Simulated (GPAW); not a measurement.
Runs of GPAW 26.7.0 on TiAl3. The structure is orthorhombic, space group Pmm2 (No. 25). Conventional cell: a = 2.840 Å, b = 4.681 Å, c = 4.901 Å, α = 90.00°, β = 90.00°, γ = 90.00°. Ti (site symmetry mm2) has 10 Al at 2.83 to 2.85 Å and 2 Ti at 2.84 Å as nearest neighbours. Al (site symmetry mm2) is surrounded by 10 Al at 2.81 to 2.86 Å and 2 Ti at 2.85 Å. Around Al (site symmetry mm2) lie 8 Al at 2.81 to 2.86 Å and 4 Ti at 2.85 Å. Al (site symmetry mm2) is surrounded by 4 Ti at 2.83 to 2.84 Å and 8 Al at 2.84 to 2.86 Å. The cell comes from a database or a generator and needn't be the stable form of this composition.

| task | level | potentials or basis | k mesh | band path | band points | pressure (GPa) | V0 of scaled cells (Å³/atom) | B0 (GPa) | largest force (eV/Å) |
| --- | --- | --- | --- | --- | --- | --- | --- | --- | --- |
| single point | PBEsol | PAW data sets generated in the run's folder for this functional, pw | 9 × 6 × 6 | - | - | -2.4 | - | - | 0.04 |
| band structure | PBEsol | PAW data sets generated in the run's folder for this functional, pw | 8 × 5 × 5 | GXSYGZURTZ,YT,UX,SR | 80 | -2.3 | - | - | 0.03 |
| equation of state | LDA | the program's PAW data sets (release 1.2.1) made for this functional, pw | 8 × 5 × 5 | - | - | - | (a) | (b) | - |
| band structure | LDA | the program's PAW data sets (release 1.2.1) made for this functional, pw | 8 × 5 × 5 | GXSYGZURTZ,YT,UX,SR | 80 | -5.0 | - | - | 0.08 |
| equation of state | PBEsol | PAW data sets generated in the run's folder for this functional, pw | 9 × 6 × 6 | - | - | - | (c) | 105 | - |

Alike in all rows: no spin polarisation; cell as given; cutoff (eV) 600; smearing fermi-dirac 0.05 eV.

Q: Fill in the values left out.

A: (a) 15.53; (b) 109; (c) 15.95.

Caveats: the cell was scaled at fixed shape and fractional positions, which overstates the stiffness of a crystal with free parameters, most of all of layers and chains (some runs).

Not every run made on this cell is shown here.
